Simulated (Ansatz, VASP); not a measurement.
**One calculation of TiTe2, two programs**

File INCAR:

```
ALGO = Normal
EDIFF = 1E-6
ENCUT = 520
GGA = PE
ISIF = 2
ISMEAR = -1
LASPH = T
LCHARG = F
LREAL = F
LWAVE = F
NBANDS = 19
NELM = 100
PREC = Accurate
SIGMA = 0.02
```

The input KPOINTS:

```
k-points
0
Gamma
  6 6 4
```

File POSCAR:

```
TiTe2
1.0
    3.7908320817      0.0000000000      0.0000000000
   -1.8954160408      3.2829568842      0.0000000000
    0.0000000000      0.0000000000      6.5541625960
Ti Te
1 2
Direct
    0.0000000000      0.0000000000      0.0000000000
    0.3333333333      0.6666666667      0.2578174224
    0.6666666667      0.3333333333      0.7421825776
```

Input for Ansatz:

```yaml
crystal:
  lattice:
    - [3.7908320817, 0.0, 0.0]
    - [-1.8954160408, 3.2829568842, 0.0]
    - [0.0, 0.0, 6.554162596]
  atoms:
    - { symbol: Ti, position: [0.0, 0.0, 0.0] }
    - { symbol: Te, position: [0.3333333333, 0.6666666667, 0.2578174224] }
    - { symbol: Te, position: [0.6666666667, 0.3333333333, 0.7421825776] }
kpoints:
  mp_grid: { grid: [6, 6, 4] }
hamiltonian:
  xc: pbe
scf:
  occupations: { method: fermi_dirac, width: 0.02 }
  n_extra_bands: 4
  max_iter: 91
output:
  forces: true
  stress: true
  eigenvalues: true
basis:
  ecutrho_ratio: 12
```

Alike in both runs: task single point; functional PBE; k mesh 6 × 6 × 4; occupations fermi-dirac, width 0.02 eV; no spin polarisation.

```csv
,VASP,Ansatz
version,VASP 6.6.1,Ansatz 0.2.0
potentials or method,"VASP PAW PBE potentials, release 64 (Ti_sv, Te)",plane waves
plane-wave cutoff (eV),520,420
valence electrons in the cell,24,44
```

VASP gave:

```
pressure (GPa)                                  : 0.7
largest component of the traceless stress (GPa) : 0.44
rms of the force components (eV/Å)              : 0.061
```

Problem. What did Ansatz give for the same quantities?

Solution. Pressure (GPa): 0.8; largest component of the traceless stress (GPa): 0.44; rms of the force components (eV/Å): 0.055.

Atom by atom the forces differ by 0.005 eV/Å (rms over components). With one functional, cell and mesh, what is left measures potentials, basis and numerics. The two sets of potentials don't hold the same shells in valence.

Caveats: this functional lacks dispersion, which binds the layers, so the pressure and a relaxed spacing across them are unreliable. Spin-orbit coupling is left out, which matters for the levels of Te.
